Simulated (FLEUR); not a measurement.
## Ge: single point with PBEsol

The system is Ge.

```
Ge
1.0
     0.00000    2.82891    2.82891
     2.82891    0.00000    2.82891
     2.82891    2.82891    0.00000
Ge
2
Direct
  0.76097 0.73326 0.75334
  0.49345 0.48940 0.51015
```

The cell isn't the ideal one: atoms moved at random, drawn with an rms of 0.05 Å.

- Program: FLEUR MaX-R8.1 (later development tree)
- Task: single point
- Functional: PBEsol
- Potentials or basis: all-electron
- Basis: FLAPW
- Kmax: 4.71 1/bohr
- k mesh: 8 × 8 × 8
- Occupations: fermi-dirac, width 0.05 eV
- Spin: no spin polarisation

* Largest force: 0.687 eV/Å
* Band gap on the k mesh: none (metal or under the smearing width)
* Valence electrons inside the program's atomic spheres: Ge 19.78 (radii Ge 2.08 bohr)

Forces in eV/Å, atoms in the order of the input:
```
Ge   0.432 -0.368 -0.387
Ge  -0.432  0.368  0.387
```

Levels at points of the mesh, in eV from the Fermi level:
| k point | band 18 | band 19 | band 20 | band 21 | band 22 | band 23 | band 24 | band 25 | band 26 | band 27 |
| --- | --- | --- | --- | --- | --- | --- | --- | --- | --- | --- |
| (0.00, 0.00, 0.00) | -24.60 | -12.83 | -0.34 | -0.04 | 0.10 | 0.14 | 2.36 | 2.38 | 2.73 | 6.19 |
| (0.00, 0.00, 0.50) | -24.57 | -10.79 | -7.55 | -1.61 | -1.29 | 0.03 | 3.41 | 3.86 | 6.89 | 10.50 |
| (0.00, 0.50, 0.00) | -24.57 | -10.78 | -7.56 | -1.62 | -1.29 | 0.03 | 3.41 | 3.87 | 6.90 | 10.49 |
| (0.00, 0.50, 0.50) | -24.55 | -9.07 | -8.81 | -3.17 | -3.07 | 0.52 | 0.73 | 9.37 | 9.54 | 11.31 |
| (0.50, 0.00, 0.00) | -24.57 | -10.61 | -7.95 | -1.43 | -1.40 | 0.23 | 3.72 | 3.76 | 7.01 | 10.11 |
| (0.50, 0.00, 0.50) | -24.55 | -9.05 | -8.83 | -3.16 | -3.08 | 0.53 | 0.71 | 9.38 | 9.52 | 11.33 |
| (0.50, 0.50, 0.00) | -24.55 | -9.06 | -8.82 | -3.16 | -3.08 | 0.53 | 0.72 | 9.37 | 9.53 | 11.32 |
| (0.50, 0.50, 0.50) | -24.57 | -10.77 | -7.59 | -1.62 | -1.28 | 0.04 | 3.41 | 3.88 | 6.90 | 10.47 |

Core levels (eV from the Fermi level):
```tsv
atom	levels
1 Ge	1s1/2 -10944.4, 2s1/2 -1365.6, 2p1/2 -1214.5, 2p3/2 -1182.7
2 Ge	1s1/2 -10944.4, 2s1/2 -1365.6, 2p1/2 -1214.5, 2p3/2 -1182.7
```

It took 9.5 min on 1 thread of Arm Neoverse V2, on a shared host, peak memory 0.13 GiB.
